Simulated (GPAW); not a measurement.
Crystal: SiC.

```
CELL_PARAMETERS angstrom
3.07569 0.00000 0.00000
-1.53785 2.66363 0.00000
0.00000 0.00000 10.07065
ATOMIC_POSITIONS crystal
Si 0.00000 0.00000 0.18789
Si 0.00000 0.00000 0.68789
Si 0.33333 0.66667 0.43784
Si 0.66667 0.33333 0.93784
C 0.00000 0.00000 0.00046
C 0.00000 0.00000 0.50046
C 0.33333 0.66667 0.24980
C 0.66667 0.33333 0.74980
```

The cell is a database's computed one.

Base run:

```yaml
Program: GPAW 26.7.0
Functional: SOGGA
Potentials_or_basis: PAW data sets generated in the run's folder for this functional
Cutoff: 800 eV
Basis: pw
k_mesh: 6 × 6 × 2
Occupations: fermi-dirac, width 0.05 eV
Spin: no spin polarisation
```

Its results: band gap on the k mesh 2.11 eV, indirect (least direct gap 3.24 eV); pressure 1.4 GPa; largest force 0.003 eV/Å.

**Question.** The run is repeated on the same cell with these changes: functional from SOGGA to mBEEF; potentials or basis from PAW data sets generated in the run's folder for this functional to GPAW PAW data sets (gpaw-data 1.2.1). What comes out?

**Answer.** Band gap on the k mesh 2.69 eV, indirect (least direct gap 3.87 eV); pressure 0.3 GPa; largest force 0.008 eV/Å.

Caveats: the PAW data sets were made with another functional, which shifts forces and pressure a little (some runs).
